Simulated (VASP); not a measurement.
# SiC4 (Im-3m) in VASP: reference runs

Aim: a first look at SiC4 with PBE, on the cell as given.

Program: VASP 6.6.1. These are calculated values, not measurements. Logs are shortened: lines on timing, memory, paths and dates and some standing lists are left out, and cuts for length are marked.

### Step 1. The crystal as given

It takes space group Im-3m (No. 229, cubic). Conventional cell: a = 4.376 Å, b = 4.376 Å, c = 4.376 Å, α = 90.00°, β = 90.00°, γ = 90.00°. Si (site symmetry m-3m) is surrounded by 8 C at 1.90 Å. Around C (site symmetry -3m) lie 2 Si at 1.90 Å.

The cell was built by a generator and needn't be a form met in nature.

### Step 2. Single point, PBE

INCAR reads:

```
  PREC = Accurate
  ENCUT = 520
  EDIFF = 1E-7
  ISMEAR = -1
  SIGMA = 0.05
  LREAL = False
  LASPH = True
  NELM = 80
  ALGO = Normal
  ISIF = 2
  LWAVE = False
  LCHARG = True
  GGA = PE
  LELF = True
  LVHAR = True
  NBANDS = 18
```

KPOINTS reads:

```
Automatic mesh
0
Gamma
  9 9 9
```

POSCAR reads:

```
SiC4
1.0
   -2.1882200000      2.1882200000      2.1882200000
    2.1882200000     -2.1882200000      2.1882200000
    2.1882200000      2.1882200000     -2.1882200000
Si C
1 4
Direct
    0.0000000000      0.0000000000      0.0000000000
    0.0000000000      0.0000000000      0.5000000000
    0.0000000000      0.5000000000      0.0000000000
    0.5000000000      0.0000000000      0.0000000000
    0.5000000000      0.5000000000      0.5000000000
```

Potentials or basis: VASP PAW PBE potentials, release 64 (Si, C).

On the command line:

```sh
cat potpaw_PBE.64/Si/POTCAR potpaw_PBE.64/C/POTCAR > POTCAR
mpirun -np 1 vasp_std > vasp.out
```

OUTCAR:

```text
PREC = Accurate
   ENCUT = 520
   EDIFF = 1E-7
   ISMEAR = -1
   LREAL = False
   LASPH = True
   NELM = 80
   ISIF = 2
   GGA = PE

 ion  position               nearest neighbor table
   1  0.000  0.000  0.000-   2 1.90   3 1.90   4 1.90   5 1.90   2 1.90   3 1.90   4 1.90   5 1.90

   2  0.000  0.000  0.500-   1 1.90   1 1.90
   3  0.000  0.500  0.000-   1 1.90   1 1.90
   4  0.500  0.000  0.000-   1 1.90   1 1.90
   5  0.500  0.500  0.500-   1 1.90   1 1.90

  LATTYP: Found a body centered cubic cell.
 ALAT       =     4.3764400000

  Lattice vectors:

 A1 = (  -2.1882200000,   2.1882200000,   2.1882200000)
 A2 = (   2.1882200000,  -2.1882200000,   2.1882200000)
 A3 = (   2.1882200000,   2.1882200000,  -2.1882200000)

Analysis of symmetry for initial positions (statically):
=====================================================================
 Subroutine PRICEL returns:
 Original cell was already a primitive cell.

 Routine SETGRP: Setting up the symmetry group for a
 body centered cubic supercell.

 Subroutine GETGRP returns: Found 48 space group operations
 (whereof 48 operations were pure point group operations)
 out of a pool of 48 trial point group operations.

The static configuration has the point symmetry O_h .

Analysis of symmetry for dynamics (positions and initial velocities):
=====================================================================
 Subroutine PRICEL returns:
 Original cell was already a primitive cell.

 Routine SETGRP: Setting up the symmetry group for a
 body centered cubic supercell.

 Subroutine GETGRP returns: Found 48 space group operations
 (whereof 48 operations were pure point group operations)
 out of a pool of 48 trial point group operations.

The dynamic configuration has the point symmetry O_h .

 Subroutine INISYM returns: Found 48 space group operations
 (whereof 48 operations are pure point group operations),
 and found     1 'primitive' translations

----------------------------------------------------------------------------------------

                                     Primitive cell

  volume of cell :      41.9115

  direct lattice vectors                    reciprocal lattice vectors
    -2.188220000  2.188220000  2.188220000     0.000000000  0.228496221  0.228496221
     2.188220000 -2.188220000  2.188220000     0.228496221  0.000000000  0.228496221
     2.188220000  2.188220000 -2.188220000     0.228496221  0.228496221  0.000000000

  length of vectors
     3.790108218  3.790108218  3.790108218     0.323142454  0.323142454  0.323142454

  position of ions in fractional coordinates (direct lattice)
     0.000000000  0.000000000  0.000000000
     0.000000000  0.000000000  0.500000000
     0.000000000  0.500000000  0.000000000
     0.500000000  0.000000000  0.000000000
     0.500000000  0.500000000  0.500000000

  ion indices of the primitive-cell ions
   primitive index   ion index
                 1           1
                 2           2
                 3           3
                 4           4
                 5           5

----------------------------------------------------------------------------------------

 KPOINTS: Automatic mesh

Automatic generation of k-mesh.
 Grid dimensions read from file:
 generate k-points for:    9    9    9

 Generating k-lattice:

  Cartesian coordinates                     Fractional coordinates (reciprocal lattice)
     0.000000000  0.025388469  0.025388469     0.111111111  0.000000000  0.000000000
     0.025388469  0.000000000  0.025388469     0.000000000  0.111111111  0.000000000
     0.025388469  0.025388469  0.000000000     0.000000000  0.000000000  0.111111111

  Length of vectors
     0.035904717  0.035904717  0.035904717

  Shift w.r.t. Gamma in fractional coordinates (k-lattice)
     0.000000000  0.000000000  0.000000000

 Subroutine IBZKPT returns following result:
 ===========================================

 Found     35 irreducible k-points:

 Following reciprocal coordinates:
            Coordinates               Weight
  0.000000  0.000000  0.000000      1.000000
  0.111111  0.000000  0.000000     12.000000
  0.222222  0.000000  0.000000     12.000000
  0.333333  0.000000  0.000000     12.000000
  0.444444  0.000000  0.000000     12.000000
  0.111111  0.111111  0.000000     24.000000
[... 16 lines left out ...]
 -0.333333  0.444444  0.111111     48.000000
 -0.444444 -0.444444  0.111111     24.000000
 [... further k-points ...]
   k-points           NKPTS =     35   k-points in BZ     NKDIM =     35   number of bands    NBANDS=     18
   number of dos      NEDOS =    301   number of ions     NIONS =      5
   total plane-waves  NPLWV =  21952
   dimension x,y,z NGX =    28 NGY =   28 NGZ =   28
   dimension x,y,z NGXF=    56 NGYF=   56 NGZF=   56
   ions per type =               1   4
   NGX,Y,Z   is equivalent  to a cutoff of  12.28, 12.28, 12.28 a.u.
   NGXF,Y,Z  is equivalent  to a cutoff of  24.56, 24.56, 24.56 a.u.
 SYSTEM =  unknown system
   PREC   = accura    normal or accurate (medium, high low for compatibility)
   ISTART =      0    job   : 0-new  1-cont  2-samecut
   ICHARG =      2    charge: 1-file 2-atom 10-const
   ISPIN  =      1    spin polarized calculation?
   LNONCOLLINEAR =      F non collinear calculations
   LSORBIT =      F    spin-orbit coupling
   LASPH  =      T    aspherical Exc in radial PAW
   ENCUT  =  520.0 eV  38.22 Ry    6.18 a.u.   7.05  7.05  7.05*2*pi/ulx,y,z
   NELM   =     80;   NELMIN=  2; NELMDL= -5     # of ELM steps
   EDIFF  = 0.1E-06   stopping-criterion for ELM
   LREAL  =      F    real-space projection
   EDIFFG = 0.1E-05   stopping-criterion for IOM
   NSW    =      0    number of steps for IOM
   IBRION =     -1    ionic relax: 0-MD 1-quasi-New 2-CG
   NFREE  =      0    steps in history (QN), initial steepest desc. (CG)
   ISIF   =      2    stress and relaxation
   ISYM   =      2    0-nonsym 1-usesym 2-fastsym
   POTIM  = 0.5000    time-step for ionic-motion
   TEBEG  =    0.0;   TEEND  =   0.0 temperature during run
   PSTRESS=    0.0 pullay stress
   NELECT =      20.0000    total number of electrons
   NUPDOWN=      -1.0000    fix difference up-down
   EMIN   =  10.00;   EMAX   =-10.00  energy-range for DOS
   EFERMI =   0.00;   METHOD = LEGACY
   ISMEAR =    -1;   SIGMA  =   0.05  broadening in eV -4-tet -1-fermi 0-gaus
   EFERMI_NEDOS =   21; number of points for ismear=-14 and -15
   IALGO  =     38    algorithm
   IMIX   =      4    mixing-type and parameters
     AMIX     =   0.40;   BMIX     =  1.00
     AMIX_MAG =   1.60;   BMIX_MAG =  1.00
  volume/ion in A,a.u.               =       8.38        56.57
  Fermi-wavevector in a.u.,A,eV,Ry     =   1.279304  2.417535 22.267559  1.636619
  Thomas-Fermi vector in A             =   2.411797
   LORBIT       =      0    0 simple, 1 ext, 2 COOP (PROOUT), +10 PAW based schemes
   GGA     = PE    functional components
   LHFCALC =     F    Hartree Fock is set to
   AEXX    =    0.0000 exact exchange contribution
   IVDW    =     0    specifies the selected vdW correction
   LEPSILON=     F    determine dielectric tensor
   LRPA    =     F    only Hartree local field effects (RPA)
 non-spin polarized calculation
  energy-cutoff  :      520.00
  volume of cell :       41.91
 maximum number of plane-waves:      1157
   NGX = 15   NGY = 15   NGZ = 15

 number of electron      19.9999999 magnetization

 Free energy of the ion-electron system (eV)
  ---------------------------------------------------
  ext. energy  EPLUGINS =         0.00000000
  ---------------------------------------------------
  free energy    TOTEN  =       -28.71052248 eV

  energy without entropy =      -28.69368447  energy(sigma->0) =      -28.70210348

 E-fermi :   8.2281     XC(G=0): -11.9731

 val. band max:        8.2206268670   @ k =   0.3333   0.2222  -0.0000
 cond. band min:       8.2916939710   @ k =   0.4444   0.0000   0.0000
 fundamental gap:      0.0710671040
 Fermi energy:         8.2280958137

 k-point     1 :       0.0000    0.0000    0.0000
  band No.  band energies     occupation
      1     -10.0411      2.00000
      2       0.2385      2.00000
      3       0.2385      2.00000
      4       0.2385      2.00000
      5       0.3684      2.00000
      6       0.3684      2.00000
[... 10 lines left out ...]
     17      13.7048      0.00000
     18      15.4441      0.00000

 k-point     2 :       0.1111    0.0000    0.0000
  band No.  band energies     occupation
      1      -9.8888      2.00000
      2      -1.1583      2.00000
      3      -0.7941      2.00000
      4       0.0825      2.00000
      5       0.2720      2.00000
      6       1.1712      2.00000
[... 10 lines left out ...]
     17      14.3444      0.00000
     18      15.1621      0.00000

 k-point     3 :       0.2222    0.0000    0.0000
  band No.  band energies     occupation
      1      -9.4369      2.00000
      2      -2.8532      2.00000
      3      -1.6269      2.00000
      4      -0.4562      2.00000
      5       0.3444      2.00000
      6       1.3551      2.00000
[... 10 lines left out ...]
     17      14.8862      0.00000
     18      15.5114      0.00000

 k-point     4 :       0.3333    0.0000    0.0000
  band No.  band energies     occupation
      1      -8.7089      2.00000
      2      -4.5119      2.00000
      3      -2.1873      2.00000
      4      -0.9091      2.00000
      5       0.4021      2.00000
      6       1.2275      2.00000
[... 10 lines left out ...]
     17      14.3221      0.00000
     18      17.3706      0.00000

 k-point     5 :       0.4444    0.0000    0.0000
  band No.  band energies     occupation
      1      -7.8287      2.00000
      2      -5.8830      2.00000
      3      -2.4689      2.00000
      4      -1.1539      2.00000
      5       0.4244      2.00000
      6       1.1026      2.00000
[... 10 lines left out ...]
     17      15.7181      0.00000
     18      18.4146      0.00000

 k-point     6 :       0.1111    0.1111    0.0000
  band No.  band energies     occupation
      1      -9.5866      2.00000
      2      -2.1966      2.00000
      3      -1.6676      2.00000
      4      -0.5967      2.00000
      5       0.6004      2.00000
      6       1.7076      2.00000
[... 10 lines left out ...]
     17      14.9694      0.00000
     18      15.1293      0.00000

 k-point     7 :       0.2222    0.1111    0.0000
  band No.  band energies     occupation
      1      -8.9944      2.00000
      2      -3.6686      2.00000
      3      -2.4905      2.00000
      4      -1.0411      2.00000
      5       0.6323      2.00000
      6       1.9860      2.00000
[... 10 lines left out ...]
     17      14.3978      0.00000
     18      16.7385      0.00000

 k-point     8 :       0.3333    0.1111   -0.0000
  band No.  band energies     occupation
      1      -8.1622      2.00000
      2      -5.1741      2.00000
      3      -2.9380      2.00000
      4      -1.3517      2.00000
      5       0.6380      2.00000
      6       1.9674      2.00000
[... 10 lines left out ...]
     17      14.8032      0.00000
     18      18.8240      0.00000
[... 229 lines left out ...]
     17      14.9331      0.00000
     18      15.7719      0.00000

 k-point    20 :      -0.3333    0.3333    0.1111
  band No.  band energies     occupation
      1      -8.5604      2.00000
      2      -4.4134      2.00000
      3      -2.8111      2.00000
      4      -0.5469      2.00000
      5      -0.0568      2.00000
      6       2.0476      2.00000
[... 10 lines left out ...]
     17      14.3645      0.00000
     18      17.7188      0.00000

 k-point    21 :      -0.2222    0.3333    0.1111
  band No.  band energies     occupation
      1      -8.6985      2.00000
      2      -3.6772      2.00000
      3      -3.2511      2.00000
      4      -0.8482      2.00000
      5       0.3625      2.00000
      6       2.4388      2.00000
[... 10 lines left out ...]
     17      14.5148      0.00000
     18      17.3479      0.00000

 k-point    22 :      -0.4444    0.4444    0.1111
  band No.  band energies     occupation
      1      -7.6822      2.00000
      2      -5.7631      2.00000
      3      -3.0886      2.00000
      4      -0.5408      2.00000
      5      -0.2954      2.00000
      6       2.0346      2.00000
[... 10 lines left out ...]
     17      15.5706      0.00000
     18      18.1423      0.00000

 k-point    23 :      -0.3333    0.4444    0.1111
  band No.  band energies     occupation
      1      -7.8736      2.00000
      2      -4.9720      2.00000
      3      -3.7876      2.00000
      4      -0.8132      2.00000
      5       0.1486      2.00000
      6       2.5495      2.00000
[... 10 lines left out ...]
     17      14.7337      0.00000
     18      19.2382      0.00000

 k-point    24 :      -0.4444   -0.4444    0.1111
  band No.  band energies     occupation
      1      -7.2198      2.00000
      2      -5.8344      2.00000
      3      -3.9399      2.00000
      4      -0.7936      2.00000
      5       0.0639      2.00000
      6       2.7875      2.00000
[... 10 lines left out ...]
     17      16.5060      0.00000
     18      17.3262      0.00000

 [... further k-points ...]
[... 5 lines left out ...]
  --------------------------------------------------------------------------------------
  -------------------------------------------------------------------------------------
  Total        0.1043317      0.1043317      0.1043317      0.0000000     -0.0000000     -0.0000000
  in kB        3.9883576      3.9883576      3.9883576      0.0000000     -0.0000000     -0.0000000
  external PRESSURE =       3.9883576 kB  Pullay stress =       0.0000000 kB

 VOLUME and BASIS-vectors are now :
 -----------------------------------------------------------------------------
  energy-cutoff  :      520.00
  volume of cell :       41.91
      direct lattice vectors                 reciprocal lattice vectors
    -2.188220000  2.188220000  2.188220000     0.000000000  0.228496221  0.228496221
     2.188220000 -2.188220000  2.188220000     0.228496221  0.000000000  0.228496221
     2.188220000  2.188220000 -2.188220000     0.228496221  0.228496221  0.000000000

 POSITION                                       TOTAL-FORCE (eV/Angst)
 -----------------------------------------------------------------------------------
      0.00000      0.00000      0.00000         0.000000     -0.000000      0.000000
      1.09411      1.09411     -1.09411        -0.000000     -0.000000      0.000000
      1.09411     -1.09411      1.09411         0.000000     -0.000000      0.000000
     -1.09411      1.09411      1.09411         0.000000     -0.000000     -0.000000
      1.09411      1.09411      1.09411        -0.000000      0.000000     -0.000000
 -----------------------------------------------------------------------------------
    total drift:                                0.000000     -0.000000      0.000000

  FREE ENERGIE OF THE ION-ELECTRON SYSTEM (eV)
  ---------------------------------------------------
  free  energy   TOTEN  =       -28.7105224785 eV

  energy  without entropy=      -28.6936844720  energy(sigma->0) =      -28.70210348
```

Run time: 11 s. Hardware: 1 thread of Intel Xeon 6975P-C (Granite Rapids), shared host; peak memory 0.15 GiB.

What came out:

```yaml
Free_energy: -28.7105 eV
Pressure: 0.4 GPa
Band_gap_on_the_k_mesh: none (metal or under the smearing width)
```
